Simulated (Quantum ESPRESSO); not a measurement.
# HfN (Fm-3m) in Quantum ESPRESSO: notebook

One crystal, HfN, is run at these levels: LDA; tasks: single point, equation of state.

All numbers are computed with Quantum ESPRESSO 7.5; they aren't measurements. Logs are shortened: lines on timing, memory, paths and dates and some standing lists are left out, and cuts for length are marked.

### 1 Starting point

It takes space group Fm-3m (No. 225, cubic). Conventional cell: a = 4.512 Å, b = 4.512 Å, c = 4.512 Å, α = 90.00°, β = 90.00°, γ = 90.00°. Hf (site symmetry m-3m) is surrounded by 6 N at 2.26 Å. N (site symmetry m-3m) is surrounded by 6 Hf at 2.26 Å.

### 2 Single point, LDA, 10.79 Å³/atom

File pw.in:

```
&CONTROL
  calculation = 'scf'
  prefix = 'pwscf'
  outdir = './tmp'
  pseudo_dir = './pseudo'
  tprnfor = .true.
  tstress = .true.
  disk_io = 'nowf'
/
&SYSTEM
  ibrav = 0
  nat = 2
  ntyp = 2
  ecutwfc = 84
  nbnd = 15
  occupations = 'smearing'
  smearing = 'fd'
  degauss = 0.00367493
/
&ELECTRONS
  conv_thr = 4d-10
  electron_maxstep = 120
  mixing_beta = 0.5
/
ATOMIC_SPECIES
Hf   178.4900 Hf.upf
N     14.0070 N.upf
CELL_PARAMETERS angstrom
   0.0000000000    2.2099462613    2.2099462613
   2.2099462613    0.0000000000    2.2099462613
   2.2099462613    2.2099462613    0.0000000000
ATOMIC_POSITIONS crystal
Hf     0.0000000000    0.0000000000    0.0000000000
N      0.5000000000    0.5000000000    0.5000000000
K_POINTS automatic
10 10 10 0 0 0
```

Potentials or basis: PseudoDojo 0.4.1 SR LDA standard.

Launch:

```console
$ OMP_NUM_THREADS=1 pw.x -in pw.in > pw.out
```

pw.out:

```text
This program is part of the open-source Quantum ESPRESSO suite
     for quantum simulation of materials; please cite
[... 9 lines left out ...]
     --------------------
     sticks:   dense  smooth     PW     G-vecs:    dense   smooth      PW
     Sum         805     805    253                15089    15089    2637

     Using Slab Decomposition

     bravais-lattice index     =            0
     lattice parameter (alat)  =       5.9060  a.u.
     unit-cell volume          =     145.6705 (a.u.)^3
     number of atoms/cell      =            2
     number of atomic types    =            2
     number of electrons       =        17.00
     number of Kohn-Sham states=           15
     kinetic-energy cutoff     =      84.0000  Ry
     charge density cutoff     =     336.0000  Ry
     scf convergence threshold =      4.0E-10
     mixing beta               =       0.5000
     number of iterations used =            8  plain     mixing
     Exchange-correlation= SLA  PW   NOGX NOGC
                           (   1   4   0   0   0   0   0)

     celldm(1)=   5.906029  celldm(2)=   0.000000  celldm(3)=   0.000000
     celldm(4)=   0.000000  celldm(5)=   0.000000  celldm(6)=   0.000000

     crystal axes: (cart. coord. in units of alat)
               a(1) = (   0.000000   0.707107   0.707107 )
               a(2) = (   0.707107   0.000000   0.707107 )
               a(3) = (   0.707107   0.707107   0.000000 )

     reciprocal axes: (cart. coord. in units 2 pi/alat)
               b(1) = ( -0.707107  0.707107  0.707107 )
               b(2) = (  0.707107 -0.707107  0.707107 )
               b(3) = (  0.707107  0.707107 -0.707107 )

     PseudoPot. # 1 for Hf read from file:
     Hf.upf
     Pseudo is Norm-conserving + core correction, Zval = 12.0
     Generated using ONCVPSP code by D. R. Hamann
     Using radial grid of 1618 points,  8 beta functions with:
                l(1) =   0
                l(2) =   0
                l(3) =   1
                l(4) =   1
                l(5) =   2
                l(6) =   2
                l(7) =   3
                l(8) =   3

     PseudoPot. # 2 for N  read from file:
     N.upf
     Pseudo is Norm-conserving + core correction, Zval =  5.0
     Generated using ONCVPSP code by D. R. Hamann
     Using radial grid of 1058 points,  4 beta functions with:
                l(1) =   0
                l(2) =   0
                l(3) =   1
                l(4) =   1

     atomic species   valence    mass     pseudopotential
     Hf               12.00   178.49000     Hf( 1.00)
     N                 5.00    14.00700     N ( 1.00)

     48 Sym. Ops., with inversion, found

   Cartesian axes

     site n.     atom                  positions (alat units)
         1        Hf     tau(   1) = (   0.0000000   0.0000000   0.0000000  )
         2        N      tau(   2) = (   0.7071068   0.7071068   0.7071068  )

     number of k points=    47  Fermi-Dirac smearing, width (Ry)=  0.0037
                       cart. coord. in units 2pi/alat
        k(    1) = (   0.0000000   0.0000000   0.0000000), wk =   0.0020000
        k(    2) = (   0.0707107   0.0707107  -0.0707107), wk =   0.0160000
        k(    3) = (   0.1414214   0.1414214  -0.1414214), wk =   0.0160000
        k(    4) = (   0.2121320   0.2121320  -0.2121320), wk =   0.0160000
        k(    5) = (   0.2828427   0.2828427  -0.2828427), wk =   0.0160000
        k(    6) = (  -0.3535534  -0.3535534   0.3535534), wk =   0.0080000
[... 39 lines left out ...]
        k(   46) = (  -0.0707107  -0.3535534   0.6363961), wk =   0.0480000
        k(   47) = (  -0.7071068   0.2828427   0.0000000), wk =   0.0240000

     Dense  grid:    15089 G-vectors     FFT dimensions: (  36,  36,  36)

     Initial potential from superposition of free atoms

     starting charge      16.9985, renormalised to      17.0000
     Starting wfcs are   14 randomized atomic wfcs +    1 random wfcs

     Self-consistent Calculation

     iteration #  1     ecut=    84.00 Ry     beta= 0.50
     Davidson diagonalization with overlap
     ethr =  1.00E-02,  avg # of iterations =  4.6

     total energy              =    -133.72462358 Ry
     estimated scf accuracy    <       0.52938108 Ry

     iteration #  2     ecut=    84.00 Ry     beta= 0.50
     Davidson diagonalization with overlap
     ethr =  3.11E-03,  avg # of iterations =  2.0

     total energy              =    -133.88359397 Ry
     estimated scf accuracy    <       0.23327867 Ry

     iteration #  3     ecut=    84.00 Ry     beta= 0.50
     Davidson diagonalization with overlap
     ethr =  1.37E-03,  avg # of iterations =  1.4

     total energy              =    -133.92550653 Ry
     estimated scf accuracy    <       0.00289899 Ry

     iteration #  4     ecut=    84.00 Ry     beta= 0.50
     Davidson diagonalization with overlap
     ethr =  1.71E-05,  avg # of iterations =  3.3

     total energy              =    -133.92595285 Ry
     estimated scf accuracy    <       0.00197189 Ry

     iteration #  5     ecut=    84.00 Ry     beta= 0.50
     Davidson diagonalization with overlap
     ethr =  1.16E-05,  avg # of iterations =  1.0

     total energy              =    -133.92596233 Ry
     estimated scf accuracy    <       0.00014420 Ry

     iteration #  6     ecut=    84.00 Ry     beta= 0.50
     Davidson diagonalization with overlap
     ethr =  8.48E-07,  avg # of iterations =  1.9

     total energy              =    -133.92595429 Ry
     estimated scf accuracy    <       0.00004256 Ry

     iteration #  7     ecut=    84.00 Ry     beta= 0.50
     Davidson diagonalization with overlap
     ethr =  2.50E-07,  avg # of iterations =  1.6

     total energy              =    -133.92595117 Ry
     estimated scf accuracy    <       0.00001067 Ry

     iteration #  8     ecut=    84.00 Ry     beta= 0.50
     Davidson diagonalization with overlap
     ethr =  6.28E-08,  avg # of iterations =  2.0

     total energy              =    -133.92595231 Ry
     estimated scf accuracy    <       0.00000022 Ry

     iteration #  9     ecut=    84.00 Ry     beta= 0.50
     Davidson diagonalization with overlap
     ethr =  1.27E-09,  avg # of iterations =  2.7

     total energy              =    -133.92595239 Ry
     estimated scf accuracy    <       0.00000003 Ry

     iteration # 10     ecut=    84.00 Ry     beta= 0.50
     Davidson diagonalization with overlap
     ethr =  1.75E-10,  avg # of iterations =  1.9

     total energy              =    -133.92595239 Ry
     estimated scf accuracy    <          1.8E-09 Ry

     iteration # 11     ecut=    84.00 Ry     beta= 0.50
     Davidson diagonalization with overlap
     ethr =  1.05E-11,  avg # of iterations =  2.0

     End of self-consistent calculation

          k = 0.0000 0.0000 0.0000 (  1917 PWs)   bands (ev):

   -42.7911 -11.1569 -11.1569 -11.1569   1.9679  16.5885  16.5885  16.5885
    19.2020  19.2020  19.2020  21.7182  21.7182  22.1893  29.4091

          k = 0.0707 0.0707-0.0707 (  1898 PWs)   bands (ev):

   -42.7831 -11.2888 -11.1672 -11.1672   2.2360  15.6384  15.9754  15.9754
    19.4849  19.5590  19.5590  22.5349  22.5349  22.8513  30.2200

          k = 0.1414 0.1414-0.1414 (  1901 PWs)   bands (ev):

   -42.7620 -11.6176 -11.1941 -11.1941   2.9527  13.8970  14.8749  14.8749
    19.9499  20.4439  20.4439  24.2591  24.3547  24.3547  32.2024

          k = 0.2121 0.2121-0.2121 (  1895 PWs)   bands (ev):

   -42.7358 -11.9959 -11.2268 -11.2268   3.9030  12.1988  13.9179  13.9179
    20.7511  21.6999  21.6999  25.4518  26.4332  26.4332  33.3989

          k = 0.2828 0.2828-0.2828 (  1904 PWs)   bands (ev):

   -42.7144 -12.2830 -11.2529 -11.2529   4.7931  10.8865  13.3001  13.3001
    22.0197  23.0060  23.0060  25.4229  28.2904  28.2904  32.8600

          k =-0.3536-0.3536 0.3536 (  1892 PWs)   bands (ev):

   -42.7063 -12.3888 -11.2628 -11.2628   5.1940  10.3509  13.0883  13.0883
    23.1727  23.6330  23.6330  24.5270  29.2336  29.2336  32.7864

          k = 0.1414-0.0000 0.0000 (  1900 PWs)   bands (ev):

   -42.7804 -11.2821 -11.1953 -11.1953   2.3101  14.9602  16.2006  16.2006
    18.6583  20.1458  20.1458  21.9021  22.2696  24.0188  30.4709

          k = 0.2121 0.0707-0.0707 (  1905 PWs)   bands (ev):

   -42.7637 -11.5246 -11.2364 -11.2136   2.8301  13.7323  15.3399  15.5538
    18.6804  20.9509  21.0349  22.8911  23.1736  25.7611  32.0605

          k = 0.2828 0.1414-0.1414 (  1909 PWs)   bands (ev):

   -42.7392 -11.8725 -11.2745 -11.2460   3.6228  12.4985  14.1958  14.6062
    19.3350  21.9525  22.1854  24.6585  24.7590  27.3980  33.6309

          k = 0.3536 0.2121-0.2121 (  1898 PWs)   bands (ev):
[... 74 lines left out ...]
          k =-0.1414-0.5657 0.5657 (  1882 PWs)   bands (ev):

   -42.6881 -12.0911 -11.6321 -11.4534   3.7401  13.0093  14.0829  14.7817
    18.0973  24.3233  24.7978  25.7891  26.5503  29.3330  30.5235

          k =-0.0707-0.4950 0.4950 (  1886 PWs)   bands (ev):

   -42.6847 -12.0504 -11.7882 -11.4075   4.0697  12.4542  13.9795  14.1153
    19.6326  23.3421  24.0502  26.3805  27.6575  29.9492  31.3239

          k =-0.0000-0.4243 0.4243 (  1887 PWs)   bands (ev):

   -42.6917 -12.0352 -11.7805 -11.3359   4.3624  11.7928  13.6271  14.0451
    21.5185  22.3842  22.9880  25.3349  29.0037  30.6147  31.3496

          k = 0.5657-0.0000 0.0000 (  1884 PWs)   bands (ev):

   -42.6893 -12.0994 -11.5139 -11.5139   3.2399  13.5684  15.7491  15.8669
    15.8669  23.7836  25.3258  25.3258  25.3384  29.1608  30.6325

          k =-0.0707-0.6364 0.6364 (  1894 PWs)   bands (ev):

   -42.6812 -12.1315 -11.5950 -11.5241   3.2597  14.0176  14.7766  15.6022
    16.7494  24.5580  25.1567  25.3959  26.2215  28.6705  29.9433

          k = 0.0000-0.5657 0.5657 (  1894 PWs)   bands (ev):

   -42.6794 -12.0614 -11.7555 -11.4838   3.5675  13.6514  14.1571  14.8942
    17.9541  24.2974  24.8585  26.0292  26.5615  28.8918  30.8476

          k =-0.7071 0.0000 0.0000 (  1868 PWs)   bands (ev):

   -42.6785 -12.1735 -11.5507 -11.5507   3.0824  14.2961  15.5020  15.9627
    15.9627  24.0618  25.6576  25.6576  26.0783  28.4222  29.2400

          k = 0.2828 0.1414 0.0000 (  1907 PWs)   bands (ev):

   -42.7452 -11.7201 -11.3419 -11.2287   3.3333  12.8135  14.6869  15.1532
    18.7294  21.7027  22.3777  22.9020  24.5782  27.3572  33.6490

          k = 0.3536 0.2121-0.0707 (  1901 PWs)   bands (ev):

   -42.7223 -11.9749 -11.4285 -11.2635   3.9612  12.0322  13.8782  14.4986
    19.4126  22.5225  23.5251  24.1519  26.1136  28.5934  33.2532

          k =-0.2828-0.4243 0.5657 (  1900 PWs)   bands (ev):

   -42.7037 -12.1817 -11.4703 -11.3087   4.4817  11.4416  13.4606  13.9010
    20.4982  23.4067  23.5235  25.7643  27.5630  29.3027  31.7644

          k =-0.2121-0.3536 0.4950 (  1900 PWs)   bands (ev):

   -42.6966 -12.2599 -11.4803 -11.3306   4.6858  11.2076  13.4884  13.5292
    21.7547  22.2498  24.0705  26.6254  28.5149  29.1952  31.3581

          k = 0.4243 0.1414-0.0000 (  1902 PWs)   bands (ev):

   -42.7137 -11.9509 -11.4709 -11.3680   3.6882  12.4033  14.7128  14.8543
    17.9195  23.6352  23.8271  24.2188  25.2053  29.2907  33.0598

          k =-0.2121-0.4950 0.6364 (  1893 PWs)   bands (ev):

   -42.6968 -12.0706 -11.5747 -11.4111   3.9560  12.4167  14.0018  14.4375
    18.8050  23.7735  24.4829  25.0449  26.9576  29.6517  31.1854

          k =-0.1414-0.4243 0.5657 (  1889 PWs)   bands (ev):

   -42.6880 -12.1144 -11.6651 -11.4197   4.1920  12.1955  13.8233  14.0149
    20.0949  22.5438  24.6867  26.4752  27.5258  30.1169  30.9215

          k =-0.0707-0.3536 0.4950 (  1886 PWs)   bands (ev):

   -42.6907 -12.0865 -11.7014 -11.3764   4.3122  11.9185  13.6930  14.0001
    21.1865  21.8093  24.1193  25.7010  28.4080  30.4701  31.2164

          k = 0.0000-0.2828 0.4243 (  1887 PWs)   bands (ev):

   -42.7038 -12.0393 -11.6111 -11.3117   4.2343  11.8427  13.6389  14.2433
    20.1708  23.2740  23.2876  24.5795  27.8234  29.4983  31.9177

          k =-0.1414-0.5657 0.7071 (  1886 PWs)   bands (ev):

   -42.6882 -12.0806 -11.5739 -11.5082   3.4946  13.3892  14.7124  14.8864
    17.5082  24.3550  24.6791  25.2582  26.3222  29.2792  30.6608

          k =-0.0707-0.4950 0.6364 (  1884 PWs)   bands (ev):

   -42.6810 -12.0497 -11.7170 -11.5178   3.6790  13.4561  14.1248  14.5227
    18.5340  23.4190  25.3448  25.6042  26.9170  29.3997  31.0400

          k =-0.0000-0.4243 0.5657 (  1899 PWs)   bands (ev):

   -42.6820 -11.9146 -11.9129 -11.4606   3.9949  12.6874  14.0674  14.1126
    19.9716  22.2345  24.8445  26.0550  27.2314  30.5318  32.2813

          k =-0.7071 0.1414 0.0000 (  1888 PWs)   bands (ev):

   -42.6784 -12.1166 -11.6129 -11.5692   3.3294  14.2216  14.6612  14.8776
    17.4120  24.4622  24.8463  25.6642  26.6217  28.6092  30.1728

          k =-0.1414-0.4243 0.7071 (  1880 PWs)   bands (ev):

   -42.6854 -12.0221 -11.7285 -11.4853   3.9663  12.7289  13.9884  14.1802
    19.7334  22.4289  25.0743  25.3328  27.6022  30.2827  31.4463

          k =-0.0707-0.3536 0.6364 (  1888 PWs)   bands (ev):

   -42.6810 -11.9625 -11.8146 -11.5281   3.9725  12.8180  14.0401  14.0896
    20.8981  20.9812  25.3560  26.0882  26.7492  30.9460  32.1238

          k =-0.7071 0.2828 0.0000 (  1888 PWs)   bands (ev):

   -42.6783 -11.9651 -11.7728 -11.5987   3.7768  13.4244  14.1053  14.1794
    19.6007  22.1073  25.6730  25.6749  26.5671  30.4290  31.9708

     the Fermi energy is    19.6638 ev

!    total energy              =    -133.92595239 Ry
     estimated scf accuracy    <          2.4E-10 Ry
     smearing contrib. (-TS)   =      -0.00044761 Ry
     internal energy E=F+TS    =    -133.92550478 Ry

     The total energy is F=E-TS. E is the sum of the following terms:
     one-electron contribution =      -3.68704529 Ry
     hartree contribution      =      12.86999349 Ry
     xc contribution           =     -34.68319620 Ry
     ewald contribution        =    -108.42525678 Ry

     convergence has been achieved in  11 iterations

     Forces acting on atoms (cartesian axes, Ry/au):

     atom    1 type  1   force =    -0.00000000    0.00000000    0.00000000
     atom    2 type  2   force =     0.00000000    0.00000000   -0.00000000

     Total force =     0.000000     Total SCF correction =     0.000000

     Computing stress (Cartesian axis) and pressure

          total   stress  (Ry/bohr**3)                   (kbar)     P=       58.61
   0.00039843  -0.00000000   0.00000000           58.61       -0.00        0.00
  -0.00000000   0.00039843   0.00000000           -0.00       58.61        0.00
   0.00000000   0.00000000   0.00039843            0.00        0.00       58.61

=------------------------------------------------------------------------------=
   JOB DONE.
=------------------------------------------------------------------------------=
```

Wall time 12 s (1 thread of Intel Xeon 6975P-C (Granite Rapids), shared host); peak memory 0.07 GiB.

Results:

* Free energy: -1822.1554 eV
* Pressure: 5.9 GPa
* Band gap on the k mesh: none (metal or under the smearing width)

### 3 Single point, LDA, 11.02 Å³/atom

pw.in: that of step 2 with these lines changed.

```diff
@@ -28,5 +28,5 @@
 CELL_PARAMETERS angstrom
-   0.0000000000    2.2099462613    2.2099462613
-   2.2099462613    0.0000000000    2.2099462613
-   2.2099462613    2.2099462613    0.0000000000
+   0.0000000000    2.2255097759    2.2255097759
+   2.2255097759    0.0000000000    2.2255097759
+   2.2255097759    2.2255097759    0.0000000000
 ATOMIC_POSITIONS crystal
```

Potentials or basis: PseudoDojo 0.4.1 SR LDA standard.

Launch:

```console
$ OMP_NUM_THREADS=1 pw.x -in pw.in > pw.out
```

It took 14 s on 1 thread of Intel Xeon 6975P-C (Granite Rapids), shared host; peak memory 0.07 GiB.

The run converged. Its results:

```yaml
Free_energy: -1822.1624 eV
Pressure: -0.9 GPa
Band_gap_on_the_k_mesh: none (metal or under the smearing width)
```

### 4 Single point, LDA, 11.25 Å³/atom

pw.in: that of step 3 with these lines changed.

```diff
@@ -28,5 +28,5 @@
 CELL_PARAMETERS angstrom
-   0.0000000000    2.2255097759    2.2255097759
-   2.2255097759    0.0000000000    2.2255097759
-   2.2255097759    2.2255097759    0.0000000000
+   0.0000000000    2.2408586042    2.2408586042
+   2.2408586042    0.0000000000    2.2408586042
+   2.2408586042    2.2408586042    0.0000000000
 ATOMIC_POSITIONS crystal
```

Launch:

```console
$ OMP_NUM_THREADS=1 pw.x -in pw.in > pw.out
```

It took 13 s on 1 thread of Intel Xeon 6975P-C (Granite Rapids), shared host; peak memory 0.07 GiB.

The run converged. Its results:

```
Free energy            : -1822.1510 eV
Pressure               : -6.9 GPa
Band gap on the k mesh : none (metal or under the smearing width)
```

### 5 Single point, LDA, 11.48 Å³/atom

pw.in: that of step 4 with these lines changed.

```diff
@@ -28,5 +28,5 @@
 CELL_PARAMETERS angstrom
-   0.0000000000    2.2408586042    2.2408586042
-   2.2408586042    0.0000000000    2.2408586042
-   2.2408586042    2.2408586042    0.0000000000
+   0.0000000000    2.2560000000    2.2560000000
+   2.2560000000    0.0000000000    2.2560000000
+   2.2560000000    2.2560000000    0.0000000000
 ATOMIC_POSITIONS crystal
```

Launch:

```console
$ OMP_NUM_THREADS=1 pw.x -in pw.in > pw.out
```

Run time: 18 s. Hardware: 1 thread of Intel Xeon 6975P-C (Granite Rapids), shared host; peak memory 0.07 GiB.

Results (log left out):

```
Free energy            : -1822.1233 eV
Pressure               : -12.4 GPa
Band gap on the k mesh : none (metal or under the smearing width)
```

### 6 Single point, LDA, 11.71 Å³/atom

pw.in: that of step 5 with these lines changed.

```diff
@@ -28,5 +28,5 @@
 CELL_PARAMETERS angstrom
-   0.0000000000    2.2560000000    2.2560000000
-   2.2560000000    0.0000000000    2.2560000000
-   2.2560000000    2.2560000000    0.0000000000
+   0.0000000000    2.2709408328    2.2709408328
+   2.2709408328    0.0000000000    2.2709408328
+   2.2709408328    2.2709408328    0.0000000000
 ATOMIC_POSITIONS crystal
```

Potentials or basis: PseudoDojo 0.4.1 SR LDA standard.

Launch:

```console
$ OMP_NUM_THREADS=1 pw.x -in pw.in > pw.out
```

Wall time 15 s (1 thread of Intel Xeon 6975P-C (Granite Rapids), shared host); peak memory 0.07 GiB.

Results (log left out):

```yaml
Free_energy: -1822.0808 eV
Pressure: -17.2 GPa
Band_gap_on_the_k_mesh: none (metal or under the smearing width)
```

### 7 Single point, LDA, 11.94 Å³/atom

pw.in: that of step 6 with these lines changed.

```diff
@@ -28,5 +28,5 @@
 CELL_PARAMETERS angstrom
-   0.0000000000    2.2709408328    2.2709408328
-   2.2709408328    0.0000000000    2.2709408328
-   2.2709408328    2.2709408328    0.0000000000
+   0.0000000000    2.2856876150    2.2856876150
+   2.2856876150    0.0000000000    2.2856876150
+   2.2856876150    2.2856876150    0.0000000000
 ATOMIC_POSITIONS crystal
```

Launch:

```console
$ OMP_NUM_THREADS=1 pw.x -in pw.in > pw.out
```

Run time: 13 s. Hardware: 1 thread of Intel Xeon 6975P-C (Granite Rapids), shared host; peak memory 0.07 GiB.

Results (log left out):

```yaml
Free_energy: -1822.0252 eV
Pressure: -21.5 GPa
Band_gap_on_the_k_mesh: none (metal or under the smearing width)
```

### 8 Single point, LDA, 12.17 Å³/atom

pw.in: that of step 7 with these lines changed.

```diff
@@ -28,5 +28,5 @@
 CELL_PARAMETERS angstrom
-   0.0000000000    2.2856876150    2.2856876150
-   2.2856876150    0.0000000000    2.2856876150
-   2.2856876150    2.2856876150    0.0000000000
+   0.0000000000    2.3002465274    2.3002465274
+   2.3002465274    0.0000000000    2.3002465274
+   2.3002465274    2.3002465274    0.0000000000
 ATOMIC_POSITIONS crystal
```

Launch:

```console
$ OMP_NUM_THREADS=1 pw.x -in pw.in > pw.out
```

Run time: 14 s. Hardware: 1 thread of Intel Xeon 6975P-C (Granite Rapids), shared host; peak memory 0.08 GiB.

The run converged. Its results:

```
Free energy            : -1821.9579 eV
Pressure               : -25.4 GPa
Band gap on the k mesh : none (metal or under the smearing width)
```

### 9 Equation of state, LDA

Potentials or basis: PseudoDojo 0.4.1 SR LDA standard.

This step only gathers the single runs of the series.

What came out:

```
Equilibrium volume                      : 10.99 Å³/atom
Bulk modulus                            : 311 GPa
Pressure derivative of the bulk modulus : 4.3
```

Energy against volume, from the lowest point:
```csv
volume (Å³/atom),energy (meV/atom)
10.793,3.49
11.023,0.00
11.252,5.67
11.482,19.55
11.712,40.78
11.941,68.58
12.171,102.26
```

The run has no spin-orbit coupling, so splittings on Hf are missing. LDA usually gives volumes a few per cent too small.
